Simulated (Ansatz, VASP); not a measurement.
## One calculation of Ir, two programs

```
Ir
1.0
    -0.01920    1.91010    1.91010
     1.91010   -0.01920    1.91010
     1.91010    1.91010   -0.01920
Ir
1
Direct
  0.00000 0.00000 0.00000
```

Change from the starting cell: equal xy, yz and zx shear strains of -1 %, crystal datasets.

Alike in both runs: task electric field gradients; functional PBEsol; k mesh 15 × 15 × 15; occupations fermi-dirac, width 0.05 eV; no spin polarisation.

```csv
,VASP,Ansatz
version,VASP 6.6.1,Ansatz 0.2.0
potentials or method,"VASP PAW PBE potentials, release 64 (Ir), cutoff 520 eV","all-electron PAW with datasets made for the crystal, scalar-relativistic"
```

Ansatz gave:

| Item | Value |
| --- | --- |
| pressure (GPa) | -2.7 |
| largest component of the traceless stress (GPa) | 2.74 |
| Vzz of the field gradient on the site that differs most (V/Å²) | -16.9 |

**Question.** Estimate VASP's values.

**Answer.** Pressure (GPa): -1.7; largest component of the traceless stress (GPa): 2.75; Vzz of the field gradient on the site that differs most (V/Å²): -24.4.

Ansatz ran all-electron here, so the differences hold the error of VASP's frozen core and of both bases. Ansatz warned: «gradients_without_spin_orbit».

Caveats: the PAW data sets were made with another functional, which shifts forces and pressure a little (VASP). The runs have no spin-orbit coupling, so splittings on Ir are missing.
